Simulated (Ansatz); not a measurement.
# Structure relaxation of Be2Se

The calculation used Ansatz, DFT PBE, scalar-relativistic, plane waves, PAW. Cutoff 420 eV, Γ-centred k mesh, Gaussian smearing, no spin polarisation in the final step.

Be2Se was placed on the CaCl2 structure type (Pnnm, No. 58), with Se in place of Ca, Be in place of Cl, at a guessed volume.

```
Be Se
1.0
     5.00519    0.00000    0.00000
     0.00000    5.15760    0.00000
     0.00000    0.00000    3.36888
Be Se
4 2
Direct
  0.22500 0.82500 0.50000
  0.72500 0.67500 0.00000
  0.77500 0.17500 0.50000
  0.27500 0.32500 0.00000
  0.50000 0.50000 0.50000
  0.00000 0.00000 0.00000
```

Cell and atoms relax at zero pressure; the relaxation can't lower the symmetry of the start. After a coarse first stage the cell is made exact in the group found at 0.06 Å.

The zero of energy is the elements' standard structures at the same level; no fitted shifts are applied.

Problem. Which crystal results?

Solution. It keeps Pnnm (No. 58), but not the shape of the type it started on. The result has the marcasite structure. Conventional cell: a = 4.744 Å, b = 5.728 Å, c = 3.498 Å. Be is coordinated by 1 Be at 2.05 Å and 3 Se at 2.37–2.47 Å; Se has 6 Be at 2.37–2.47 Å.

```
Be Se
1.0
     4.74374    0.00000    0.00000
     0.00000    5.72781    0.00000
     0.00000    0.00000    3.49822
Be Se
4 2
Direct
  0.31697 0.90416 0.50000
  0.81697 0.59584 0.00000
  0.68303 0.09584 0.50000
  0.18303 0.40416 0.00000
  0.50000 0.50000 0.50000
  0.00000 0.00000 0.00000
```

Problem. What are its volume, energy, density and gap?

Solution. The volume per atom is 15.84 Å³ and the density is 3.39 g/cm³. The energy over the elements is 0.37 eV/atom and the gap on the 8×8×10 mesh is 0 eV (a metal).

The final run used a 8×8×10 mesh on its 6-atom cell and 0.10 eV smearing. For metals, differences of a few meV/atom aren't resolved. A structure relaxed within its symmetry needn't be a true minimum.

Cost: 3 runs of about 3.3 core-minutes in all, on Arm Neoverse V1 (shared hosts).